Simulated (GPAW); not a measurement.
V, 1 atom in the cell. Symmetry: Im-3m, No. 229, cubic system. Conventional cell: a = 3.029 Å, b = 3.029 Å, c = 3.029 Å, α = 90.00°, β = 90.00°, γ = 90.00°. Around V (site symmetry m-3m) lie 8 V at 2.62 Å. 

- Program: GPAW 26.7.0
- Task: band structure
- Functional: PBEsol
- Potentials or basis: PAW data sets generated in the run's folder for this functional
- Cutoff: 600 eV
- Basis: pw
- k mesh: 12 × 12 × 12
- Occupations: fermi-dirac, width 0.05 eV
- Spin: collinear spin, ferromagnetic start
- Starting moments: [2.0] μB
- Hubbard terms: V d U = 3 eV
- Maxiter: 150
- Band path: GHNGPH,PN
- Band points: 80

Potentials or basis: PAW data sets generated in the run's folder for this functional, pw.

Run with:

```bash
$ gpaw-setup -f PBEsol V
$ OMP_NUM_THREADS=1 python run.py
```

Hardware: 1 thread of Intel(R) Xeon(R) 6975P-C (Granite Rapids), with other jobs on the host.

Question: Estimate the wall time of this run.

Answer: Run time: 20 s on 1 thread of Intel(R) Xeon(R) 6975P-C (Granite Rapids), with other jobs on the host, peak memory 0.19 GiB. Counts: scf iterations 15, plane waves 476, bands 15, k points 72.
